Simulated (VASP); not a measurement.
# GaP (F-43m) in VASP: further runs

Runs on GaP. Level: PBE. Tasks: relaxation of cell and atoms, relaxation of the atoms.

All numbers are computed with VASP 6.6.1; they aren't measurements. Logs are shortened: lines on timing, memory, paths and dates and some standing lists are left out, and cuts for length are marked.

## Step 1: The crystal as given

The structure is cubic, space group F-43m (No. 216). The conventional cell has a = 5.539 Å, b = 5.539 Å, c = 5.539 Å, α = 90.00°, β = 90.00°, γ = 90.00°. Ga (site symmetry -43m) is surrounded by 4 P at 2.40 Å. P (site symmetry -43m) has 4 Ga at 2.40 Å as nearest neighbours.

## Step 2: Relaxation of cell and atoms, PBE

File INCAR:

```
ALGO = Normal
EDIFF = 1E-7
EDIFFG = -0.005
ENCUT = 300
GGA = PE
IBRION = 2
ISIF = 3
ISMEAR = 0
LASPH = True
LCHARG = False
LREAL = False
LWAVE = False
NELM = 80
NSW = 90
PREC = Accurate
SIGMA = 0.03
```

File KPOINTS:

```
k-points
0
Gamma
  4 4 4
```

File POSCAR:

```
GaP                                     
1.0
    0.0000000000      2.7695792001      2.7695792001
    2.7695792001      0.0000000000      2.7695792001
    2.7695792001      2.7695792001     -0.0000000000
  Ga              P             
     1     1
Direct
     0.0000000000000000    0.0000000000000000    0.0000000000000000
     0.2500000000000000    0.2500000000000000    0.2500000000000000
```

Potentials or basis: VASP PAW PBE potentials, release 64 (Ga, P).

Command:

```
$ cat potpaw_PBE.64/Ga/POTCAR potpaw_PBE.64/P/POTCAR > POTCAR
$ mpirun -np 1 vasp_std > vasp.out
```

OUTCAR:

```text
EDIFF = 1E-7
   EDIFFG = -0.005
   ENCUT = 300
   GGA = PE
   IBRION = 2
   ISIF = 3
   ISMEAR = 0
   LASPH = True
   LREAL = False
   NELM = 80
   NSW = 90
   PREC = Accurate

 ion  position               nearest neighbor table
   1  0.000  0.000  0.000-   2 2.40   2 2.40   2 2.40   2 2.40
   2  0.250  0.250  0.250-   1 2.40   1 2.40   1 2.40   1 2.40

  LATTYP: Found a face centered cubic cell.
 ALAT       =     5.5391584002

  Lattice vectors:

 A1 = (   0.0000000000,   2.7695792001,   2.7695792001)
 A2 = (   2.7695792001,   0.0000000000,   2.7695792001)
 A3 = (   2.7695792001,   2.7695792001,   0.0000000000)

Analysis of symmetry for initial positions (statically):
=====================================================================
 Subroutine PRICEL returns:
 Original cell was already a primitive cell.

 Routine SETGRP: Setting up the symmetry group for a
 face centered cubic supercell.

 Subroutine GETGRP returns: Found 24 space group operations
 (whereof 24 operations were pure point group operations)
 out of a pool of 48 trial point group operations.

The static configuration has the point symmetry T_d .

Analysis of symmetry for dynamics (positions and initial velocities):
=====================================================================
 Subroutine PRICEL returns:
 Original cell was already a primitive cell.

 Routine SETGRP: Setting up the symmetry group for a
 face centered cubic supercell.

 Subroutine GETGRP returns: Found 24 space group operations
 (whereof 24 operations were pure point group operations)
 out of a pool of 48 trial point group operations.

The dynamic configuration has the point symmetry T_d .

 Subroutine INISYM returns: Found 24 space group operations
 (whereof 24 operations are pure point group operations),
 and found     1 'primitive' translations

----------------------------------------------------------------------------------------

                                     Primitive cell

  volume of cell :      42.4885

  direct lattice vectors                    reciprocal lattice vectors
     0.000000000  2.769579200  2.769579200    -0.180532841  0.180532841  0.180532841
     2.769579200  0.000000000  2.769579200     0.180532841 -0.180532841  0.180532841
     2.769579200  2.769579200  0.000000000     0.180532841  0.180532841 -0.180532841

  length of vectors
     3.916776467  3.916776467  3.916776467     0.312692052  0.312692052  0.312692052

  position of ions in fractional coordinates (direct lattice)
     0.000000000  0.000000000  0.000000000
[... 69 lines left out ...]
   POTIM  = 0.5000    time-step for ionic-motion
   TEBEG  =    0.0;   TEEND  =   0.0 temperature during run
   PSTRESS=    0.0 pullay stress
   NELECT =       8.0000    total number of electrons
   NUPDOWN=      -1.0000    fix difference up-down
   EMIN   =  10.00;   EMAX   =-10.00  energy-range for DOS
   EFERMI =   0.00;   METHOD = LEGACY
   ISMEAR =     0;   SIGMA  =   0.03  broadening in eV -4-tet -1-fermi 0-gaus
   EFERMI_NEDOS =   21; number of points for ismear=-14 and -15
   IALGO  =     38    algorithm
   IMIX   =      4    mixing-type and parameters
     AMIX     =   0.40;   BMIX     =  1.00
     AMIX_MAG =   1.60;   BMIX_MAG =  1.00
  volume/ion in A,a.u.               =      21.24       143.36
  Fermi-wavevector in a.u.,A,eV,Ry     =   0.938313  1.773154 11.978993  0.880431
  Thomas-Fermi vector in A             =   2.065512
   LORBIT       =      0    0 simple, 1 ext, 2 COOP (PROOUT), +10 PAW based schemes
   GGA     = PE    functional components
   LHFCALC =     F    Hartree Fock is set to
   AEXX    =    0.0000 exact exchange contribution
   IVDW    =     0    specifies the selected vdW correction
   LEPSILON=     F    determine dielectric tensor
   LRPA    =     F    only Hartree local field effects (RPA)
 conjugate gradient relaxation of ions
 non-spin polarized calculation
 Gauss-broadening in eV      SIGMA  =   0.03
  energy-cutoff  :      300.00
  volume of cell :       42.49
 maximum number of plane-waves:       531
 NGX is ok and might be reduce to    24
   NGX = 11   NGY = 11   NGZ = 11

 number of electron       7.9999998 magnetization

 Free energy of the ion-electron system (eV)
  ---------------------------------------------------
  ext. energy  EPLUGINS =         0.00000000
  ---------------------------------------------------
  free energy    TOTEN  =        -8.96892318 eV

  energy without entropy =       -8.96892318  energy(sigma->0) =       -8.96892318

 E-fermi :   3.1104     XC(G=0):  -9.1619

 val. band max:        2.9567003641   @ k =   0.0000   0.0000   0.0000
 cond. band min:       4.4365914036   @ k =   0.0000   0.0000   0.0000
 fundamental gap:      1.4798910395
 Fermi energy:         3.1103921622

 k-point     1 :       0.0000    0.0000    0.0000
  band No.  band energies     occupation
      1      -9.1618      2.00000
      2       2.9567      2.00000
      3       2.9567      2.00000
      4       2.9567      2.00000
      5       4.4366      0.00000
      6       6.8669      0.00000
      7       6.8669      0.00000
      8       6.8669      0.00000
[... 67 lines left out ...]
 k-point     8 :      -0.2500    0.5000    0.2500
  band No.  band energies     occupation
      1      -6.4742      2.00000
      2      -3.3628      2.00000
      3      -0.4108      2.00000
      4      -0.2296      2.00000
      5       7.6439      0.00000
      6       7.6581      0.00000
      7       8.9327      0.00000
      8       9.1423      0.00000

------------------------ aborting loop because EDIFF is reached ----------------------------------------

  FORCE on cell =-STRESS in cart. coord.  units (eV):
  Direction    XX          YY          ZZ          XY          YZ          ZX
  --------------------------------------------------------------------------------------
  -------------------------------------------------------------------------------------
  Total        0.0070912      0.0070912      0.0070912      0.0000000      0.0000000      0.0000000
  in kB        0.2673985      0.2673985      0.2673985      0.0000000      0.0000000      0.0000000
  external PRESSURE =       0.2673985 kB  Pullay stress =       0.0000000 kB

 VOLUME and BASIS-vectors are now :
 -----------------------------------------------------------------------------
  energy-cutoff  :      300.00
  volume of cell :       42.49
      direct lattice vectors                 reciprocal lattice vectors
     0.000000000  2.769579200  2.769579200    -0.180532841  0.180532841  0.180532841
     2.769579200  0.000000000  2.769579200     0.180532841 -0.180532841  0.180532841
     2.769579200  2.769579200  0.000000000     0.180532841  0.180532841 -0.180532841

 POSITION                                       TOTAL-FORCE (eV/Angst)
 -----------------------------------------------------------------------------------
      0.00000      0.00000      0.00000         0.000000      0.000000      0.000000
      1.38479      1.38479      1.38479        -0.000000     -0.000000     -0.000000
 -----------------------------------------------------------------------------------
    total drift:                               -0.000000     -0.000000     -0.000000

  FREE ENERGIE OF THE ION-ELECTRON SYSTEM (eV)
  ---------------------------------------------------
  free  energy   TOTEN  =        -8.9689231825 eV

  energy  without entropy=       -8.9689231825  energy(sigma->0) =       -8.96892318

 reached required accuracy - stopping structural energy minimisation
```

OSZICAR:

```text
N       E                     dE             d eps       ncg     rms          rms(c)
DAV:   1     0.807487122836E+01    0.80749E+01   -0.28478E+03   128   0.563E+02
DAV:   2    -0.898671204909E+01   -0.17062E+02   -0.16823E+02   200   0.789E+01
DAV:   3    -0.926226958423E+01   -0.27556E+00   -0.27556E+00   168   0.130E+01
DAV:   4    -0.926307290405E+01   -0.80332E-03   -0.80332E-03   160   0.715E-01
DAV:   5    -0.926307573237E+01   -0.28283E-05   -0.28283E-05   176   0.349E-02    0.488E+00
DAV:   6    -0.901162116426E+01    0.25145E+00   -0.60200E-01   144   0.355E+00    0.304E+00
DAV:   7    -0.896956260890E+01    0.42059E-01   -0.18704E-01   160   0.224E+00    0.124E+00
DAV:   8    -0.896846045740E+01    0.11022E-02   -0.14650E-02   144   0.749E-01    0.130E-01
DAV:   9    -0.896868435024E+01   -0.22389E-03   -0.52324E-04   160   0.174E-01    0.885E-02
DAV:  10    -0.896892015218E+01   -0.23580E-03   -0.34700E-04   168   0.134E-01    0.203E-02
DAV:  11    -0.896892143114E+01   -0.12790E-05   -0.26815E-05   152   0.268E-02    0.588E-03
DAV:  12    -0.896892308654E+01   -0.16554E-05   -0.29882E-06   144   0.135E-02    0.150E-03
DAV:  13    -0.896892323316E+01   -0.14662E-06   -0.83596E-08   176   0.184E-03    0.467E-04
DAV:  14    -0.896892318246E+01    0.50706E-07   -0.10613E-08    96   0.717E-04
   1 F= -.89689232E+01 E0= -.89689232E+01  d E =-.896892E+01
```

CONTCAR:

```text
GaP
   1.00000000000000
     0.0000000000000000    2.7695792000999999    2.7695792000999999
     2.7695792000999999    0.0000000000000000    2.7695792000999999
     2.7695792000999999    2.7695792000999999    0.0000000000000000
  Ga              P
     1     1
Direct
     0.0000000000000000    0.0000000000000000    0.0000000000000000
     0.2500000000000000    0.2500000000000000    0.2500000000000000

  0.00000000E+00  0.00000000E+00  0.00000000E+00
  0.00000000E+00  0.00000000E+00  0.00000000E+00
```

It took 2 s on 1 thread of Intel Xeon 6975P-C (Granite Rapids), shared host; peak memory 0.13 GiB.

Results:

* Free energy: -8.9689 eV
* Pressure after relaxing: 0.0 GPa
* Band gap on the k mesh: 1.48 eV, direct

Final structure:
```cif
data_structure
_symmetry_space_group_name_H-M 'P 1'
_symmetry_Int_Tables_number 1
_cell_length_a 3.9168
_cell_length_b 3.9168
_cell_length_c 3.9168
_cell_angle_alpha 60.000
_cell_angle_beta 60.000
_cell_angle_gamma 60.000
_cell_volume 42.49
loop_
_atom_site_label
_atom_site_type_symbol
_atom_site_fract_x
_atom_site_fract_y
_atom_site_fract_z
_atom_site_occupancy
Ga1 Ga 0.00000 0.00000 0.00000 1
P1 P 0.25000 0.25000 0.25000 1
```

Levels at points of the mesh, in eV from the valence-band top:
| k point | band 1 | band 2 | band 3 | band 4 | band 5 | band 6 | band 7 | band 8 |
| --- | --- | --- | --- | --- | --- | --- | --- | --- |
| (0.00, 0.00, 0.00) | -12.12 | 0.00 | 0.00 | 0.00 | 1.48 | 3.91 | 3.91 | 3.91 |
| (0.50, 0.00, 0.00) | -10.31 | -6.35 | -1.05 | -1.05 | 1.55 | 4.74 | 4.74 | 8.18 |
| (0.50, 0.50, 0.00) | -9.49 | -6.52 | -2.51 | -2.51 | 1.74 | 1.87 | 10.27 | 10.27 |

Caveat: the k mesh is coarse (spacing up to 0.49 Å⁻¹), so the values aren't converged; the cutoff is under 1.25 times the usual one of these potentials, so pressure, stress and relaxed cells hold a basis-set (Pulay) error; the relaxation stopped at its first step, so nothing moved. A k mesh can miss the band edges.

## Step 3: Relaxation of the atoms, PBE (a relaxed cell with its volume scaled by 0.94)

File INCAR:

```
ALGO = Normal
EDIFF = 1E-7
EDIFFG = -0.01
ENCUT = 300
GGA = PE
IBRION = 2
ISIF = 2
ISMEAR = 0
LASPH = True
LCHARG = False
LREAL = False
LWAVE = False
NELM = 80
NSW = 40
PREC = Accurate
SIGMA = 0.03
```

KPOINTS is that of step 2.

File POSCAR:

```
GaP                                     
1.0
    0.0000000000      2.7130413114      2.7130413114
    2.7130413114      0.0000000000      2.7130413114
    2.7130413114      2.7130413114      0.0000000000
  Ga              P             
     1     1
Direct
     0.0000000000000000    0.0000000000000000    0.0000000000000000
     0.2500000000000000    0.2500000000000000    0.2500000000000000
```

Potentials or basis: VASP PAW PBE potentials, release 64 (Ga, P).

Command:

```
$ cat potpaw_PBE.64/Ga/POTCAR potpaw_PBE.64/P/POTCAR > POTCAR
$ mpirun -np 1 vasp_std > vasp.out
```

OUTCAR:

```text
EDIFF = 1E-7
   EDIFFG = -0.01
   ENCUT = 300
   GGA = PE
   IBRION = 2
   ISIF = 2
   ISMEAR = 0
   LASPH = True
   LREAL = False
   NELM = 80
   NSW = 40
   PREC = Accurate

 ion  position               nearest neighbor table
   1  0.000  0.000  0.000-   2 2.35   2 2.35   2 2.35   2 2.35
   2  0.250  0.250  0.250-   1 2.35   1 2.35   1 2.35   1 2.35

  LATTYP: Found a face centered cubic cell.
 ALAT       =     5.4260826228

  Lattice vectors:

 A1 = (   0.0000000000,   2.7130413114,   2.7130413114)
 A2 = (   2.7130413114,   0.0000000000,   2.7130413114)
 A3 = (   2.7130413114,   2.7130413114,   0.0000000000)

Analysis of symmetry for initial positions (statically):
=====================================================================
 Subroutine PRICEL returns:
 Original cell was already a primitive cell.

 Routine SETGRP: Setting up the symmetry group for a
 face centered cubic supercell.

 Subroutine GETGRP returns: Found 24 space group operations
 (whereof 24 operations were pure point group operations)
 out of a pool of 48 trial point group operations.

The static configuration has the point symmetry T_d .

Analysis of symmetry for dynamics (positions and initial velocities):
=====================================================================
 Subroutine PRICEL returns:
 Original cell was already a primitive cell.

 Routine SETGRP: Setting up the symmetry group for a
 face centered cubic supercell.

 Subroutine GETGRP returns: Found 24 space group operations
 (whereof 24 operations were pure point group operations)
 out of a pool of 48 trial point group operations.

The dynamic configuration has the point symmetry T_d .

 Subroutine INISYM returns: Found 24 space group operations
 (whereof 24 operations are pure point group operations),
 and found     1 'primitive' translations

----------------------------------------------------------------------------------------

                                     Primitive cell

  volume of cell :      39.9392
[... 98 lines left out ...]
   LHFCALC =     F    Hartree Fock is set to
   AEXX    =    0.0000 exact exchange contribution
   IVDW    =     0    specifies the selected vdW correction
   LEPSILON=     F    determine dielectric tensor
   LRPA    =     F    only Hartree local field effects (RPA)
 conjugate gradient relaxation of ions
 non-spin polarized calculation
 Gauss-broadening in eV      SIGMA  =   0.03
  energy-cutoff  :      300.00
  volume of cell :       39.94
 maximum number of plane-waves:       483
 NGX is ok and might be reduce to    24
   NGX = 11   NGY = 11   NGZ = 11

 number of electron       8.0000003 magnetization

 Free energy of the ion-electron system (eV)
  ---------------------------------------------------
  ext. energy  EPLUGINS =         0.00000000
  ---------------------------------------------------
  free energy    TOTEN  =        -8.92453321 eV

  energy without entropy =       -8.92453321  energy(sigma->0) =       -8.92453321

 E-fermi :   3.6334     XC(G=0):  -9.4152

 val. band max:        3.5009115586   @ k =   0.0000   0.0000   0.0000
 cond. band min:       5.1118348533   @ k =   0.5000   0.5000   0.0000
 fundamental gap:      1.6109232947
 Fermi energy:         3.6333646182

 k-point     1 :       0.0000    0.0000    0.0000
  band No.  band energies     occupation
      1      -9.0726      2.00000
      2       3.5009      2.00000
      3       3.5009      2.00000
      4       3.5009      2.00000
      5       5.4979      0.00000
      6       7.4087      0.00000
      7       7.4087      0.00000
      8       7.4087      0.00000
[... 67 lines left out ...]
 k-point     8 :      -0.2500    0.5000    0.2500
  band No.  band energies     occupation
      1      -6.1148      2.00000
      2      -3.0692      2.00000
      3      -0.1598      2.00000
      4       0.0224      2.00000
      5       8.2187      0.00000
      6       8.4680      0.00000
      7       9.6692      0.00000
      8       9.6827      0.00000

------------------------ aborting loop because EDIFF is reached ----------------------------------------

  FORCE on cell =-STRESS in cart. coord.  units (eV):
  Direction    XX          YY          ZZ          XY          YZ          ZX
  --------------------------------------------------------------------------------------
  -------------------------------------------------------------------------------------
  Total        1.4212764      1.4212764      1.4212764     -0.0000000     -0.0000000     -0.0000000
  in kB       57.0151041     57.0151041     57.0151041     -0.0000000     -0.0000000     -0.0000000
  external PRESSURE =      57.0151041 kB  Pullay stress =       0.0000000 kB

 VOLUME and BASIS-vectors are now :
 -----------------------------------------------------------------------------
  energy-cutoff  :      300.00
  volume of cell :       39.94
      direct lattice vectors                 reciprocal lattice vectors
     0.000000000  2.713041311  2.713041311    -0.184295019  0.184295019  0.184295019
     2.713041311  0.000000000  2.713041311     0.184295019 -0.184295019  0.184295019
     2.713041311  2.713041311  0.000000000     0.184295019  0.184295019 -0.184295019

 POSITION                                       TOTAL-FORCE (eV/Angst)
 -----------------------------------------------------------------------------------
      0.00000      0.00000      0.00000         0.000000      0.000000      0.000000
      1.35652      1.35652      1.35652        -0.000000     -0.000000     -0.000000
 -----------------------------------------------------------------------------------
    total drift:                               -0.000000     -0.000000      0.000000

  FREE ENERGIE OF THE ION-ELECTRON SYSTEM (eV)
  ---------------------------------------------------
  free  energy   TOTEN  =        -8.9245332105 eV

  energy  without entropy=       -8.9245332105  energy(sigma->0) =       -8.92453321

 reached required accuracy - stopping structural energy minimisation
```

OSZICAR:

```text
N       E                     dE             d eps       ncg     rms          rms(c)
DAV:   1     0.877832774198E+01    0.87783E+01   -0.27240E+03   128   0.580E+02
DAV:   2    -0.900867920075E+01   -0.17787E+02   -0.17530E+02   208   0.827E+01
DAV:   3    -0.924529049925E+01   -0.23661E+00   -0.23661E+00   160   0.121E+01
DAV:   4    -0.924596137813E+01   -0.67088E-03   -0.67088E-03   184   0.634E-01
DAV:   5    -0.924596344924E+01   -0.20711E-05   -0.20711E-05   160   0.328E-02    0.527E+00
DAV:   6    -0.897796568706E+01    0.26800E+00   -0.57221E-01   144   0.356E+00    0.331E+00
DAV:   7    -0.892547651938E+01    0.52489E-01   -0.20497E-01   160   0.238E+00    0.131E+00
DAV:   8    -0.892411232761E+01    0.13642E-02   -0.14510E-02   152   0.754E-01    0.125E-01
DAV:   9    -0.892432490623E+01   -0.21258E-03   -0.43402E-04   152   0.165E-01    0.813E-02
DAV:  10    -0.892453067463E+01   -0.20577E-03   -0.29414E-04   168   0.124E-01    0.170E-02
DAV:  11    -0.892453204662E+01   -0.13720E-05   -0.27879E-05   152   0.282E-02    0.639E-03
DAV:  12    -0.892453311742E+01   -0.10708E-05   -0.21713E-06   144   0.117E-02    0.163E-03
DAV:  13    -0.892453327769E+01   -0.16026E-06   -0.88072E-08   160   0.189E-03    0.328E-04
DAV:  14    -0.892453321052E+01    0.67167E-07   -0.16263E-08    96   0.811E-04
   1 F= -.89245332E+01 E0= -.89245332E+01  d E =-.892453E+01
```

Wall time 2 s (1 thread of Intel Xeon 6975P-C (Granite Rapids), shared host); peak memory 0.13 GiB.

Results:

```yaml
Free_energy: -8.9245 eV
Pressure_after_relaxing: 5.7 GPa
Band_gap_on_the_k_mesh: 1.61 eV, indirect (least direct gap 2.00 eV)
```

Final structure:
```yaml
crystal:
  lattice:
    - [0.00000, 2.71304, 2.71304]
    - [2.71304, 0.00000, 2.71304]
    - [2.71304, 2.71304, 0.00000]
  atoms:
    - { symbol: Ga, position: [0.00000, 0.00000, 0.00000] }
    - { symbol: P, position: [0.25000, 0.25000, 0.25000] }
```

Caveat: the k mesh is coarse (spacing up to 0.50 Å⁻¹), so the values aren't converged; the cutoff is under 1.25 times the usual one of these potentials, so pressure, stress and relaxed cells hold a basis-set (Pulay) error; the relaxation stopped at its first step, so nothing moved.
